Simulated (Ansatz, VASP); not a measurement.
## Cu in VASP and in Ansatz

INCAR

```
SYSTEM = Cu
ALGO = Normal ; EDIFF = 1E-6
ENCUT = 520 ; GGA = CA
ISIF = 2 ; ISMEAR = -1
LASPH = .TRUE. ; LCHARG = .FALSE.
LREAL = .FALSE. ; LWAVE = .FALSE.
NBANDS = 12 ; NELM = 60
PREC = Accurate ; SIGMA = 0.06
```

File KPOINTS:

```
k-points
0
G
  12 12 12
  0 0 0
```

The input POSCAR:

```
Cu
1.0
    0.0000000000      1.7730200000      1.7730200000
    1.7730200000      0.0000000000      1.7730200000
    1.7730200000      1.7730200000      0.0000000000
Cu
1
Direct
    0.0000000000      0.0000000000      0.0000000000
```

Input for Ansatz:

```yaml
crystal:
  atoms:
  - position: [0.0, 0.0, 0.0]
    symbol: Cu
  lattice:
  - [0.0, 1.77302, 1.77302]
  - [1.77302, 0.0, 1.77302]
  - [1.77302, 1.77302, 0.0]
hamiltonian:
  dispersion: none
  pseudopotentials:
    dirac_shells:
      Cu: [2p]
    kind: all_electron
    lapw: {}
    relativity: scalar
  xc: lda
kpoints:
  mp_grid:
    grid: [12, 12, 12]
    shift: [0, 0, 0]
magnetization: {spin_polarized: false}
output: {forces: true, stress: true}
scf:
  occupations: {method: fermi_dirac, width: 0.06}
```

Alike in both runs: task single point; functional LDA; k mesh 12 × 12 × 12; occupations fermi-dirac, width 0.06 eV; no spin polarisation.

|  | VASP | Ansatz |
| --- | --- | --- |
| version | VASP 6.6.1 | Ansatz 0.2 development build |
| potentials or method | VASP PAW LDA potentials, release 64 (Cu) | all-electron full-potential LAPW, scalar-relativistic |
| plane-wave cutoff (eV) | 520 | see its input |

VASP gave:

| Quantity | Value |
| --- | --- |
| pressure (GPa) | -3.4 |

Task: Estimate Ansatz's values.

Result: Pressure (GPa): -4.3.

Ansatz ran all-electron here, so the differences hold the error of VASP's frozen core and of both bases.
